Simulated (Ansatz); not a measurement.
Runs of Ansatz 0.2.0 on WS2. It takes space group R3m (No. 160, trigonal). The conventional cell has a = 3.158 Å, b = 3.158 Å, c = 18.490 Å, α = 90.00°, β = 90.00°, γ = 120.00°. Around W (site symmetry 3m) lie 6 S at 2.39 to 2.42 Å. S (site symmetry 3m) is surrounded by 3 W at 2.39 Å. S (site symmetry 3m) is surrounded by 3 W at 2.42 Å. Measurements of this composition are mostly on another form, of space group No. 194.

```csv
level,spin,U,cutoff (eV),hubbard projectors,double counting,gap on the mesh (eV),pressure (GPa),moment (μB),largest force (eV/Å)
PBEsol+U,off,W d U = 6 eV,420,ortho-atomic (the default),fll (the default),1.35,-0.1,-,0.61
PBEsol,"collinear, ferromagnetic start",-,420,-,-,(b),-0.6,0.00,(a)
r2SCAN,"collinear, ferromagnetic start",-,500,-,-,1.25,2.6,0.00,0.62
PBEsol+U,"collinear, ferromagnetic start",W d U = 6 eV,420,ortho-atomic (the default),fll (the default),1.35,-0.1,0.00,0.61
r2SCAN+U,"collinear, random start",W d U = 2 eV,500,ortho-atomic (the default),fll (the default),1.31,2.7,0.00,0.62
```

Alike in all rows: task single point; potentials or basis Ansatz PAW; cell as given; k mesh 7 × 7 × 7; smearing gaussian 0.05 eV.

Q: Estimate the missing entries.

A: (a) 0.60; (b) 1.09.

Caveats: odd divisions of the mesh miss points on the zone boundary, where band edges often lie, so the gap on the mesh can be too wide; spin-orbit coupling is left out, which moves the levels of the heavy elements; the PAW data sets come from PBE, with cores solved anew for the run's functional, which leaves a small shift of forces and pressure; the starting moments weren't kept (some runs); the magnetic or orbital state may not be the lowest (some runs).

A k mesh can miss the band edges, and the runs leave out spin-orbit coupling on W.
